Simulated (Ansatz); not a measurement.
What a change of settings does: Ta (diamond type)

First run: DFT, PBE, all-electron LAPW, scalar-relativistic (Ansatz 0.2.0).

Command: `ansatz run input.yaml --threads 1 --pin off --max-ram 2048MiB --backend cpu --events-out ev --progress --plain --runs-dir out` It took 100 s on 1 thread of Arm Neoverse V2, with other jobs on the host, peak memory 0.78 GiB.

```yaml
crystal:
  lattice:
    - [0.0, 2.839791114, 2.839791114]
    - [2.839791114, 0.0, 2.839791114]
    - [2.839791114, 2.839791114, 0.0]
  atoms:
    - { symbol: Ta, position: [-0.17, -0.11, -0.11] }
    - { symbol: Ta, position: [0.17, 0.11, 0.11] }
kpoints:
  mp_grid: { grid: [9, 9, 9] }
scf:
  occupations: { method: fermi_dirac, width: 0.05 }
hamiltonian:
  xc: pbe
  pseudopotentials: { kind: all_electron, lapw: { basis_error: 0.001 } }
output:
  forces: true
  stress: true
  eigenvalues: true
  populations: true
```

The cell is a prototype at a set volume, not relaxed; it needn't be the stable phase.

This run: one bond, the shortest of the undistorted cell, set to 2.164 Å.

It converges in 8 SCF iterations at a pressure of 24.2 GPa, largest force 2.986 eV/Å.

The input is then changed:

```diff
 kpoints:
-  mp_grid: { grid: [9, 9, 9] }
+  mp_grid: { grid: [3, 3, 3] }
 scf:
```

Task: What does the second run give?

Result: It converges in 8 SCF iterations at a pressure of 26.0 GPa, largest force 3.369 eV/Å, free energy -0.5 meV/atom against the first run's. The settings are coarser than usual, but the energy hardly moved.
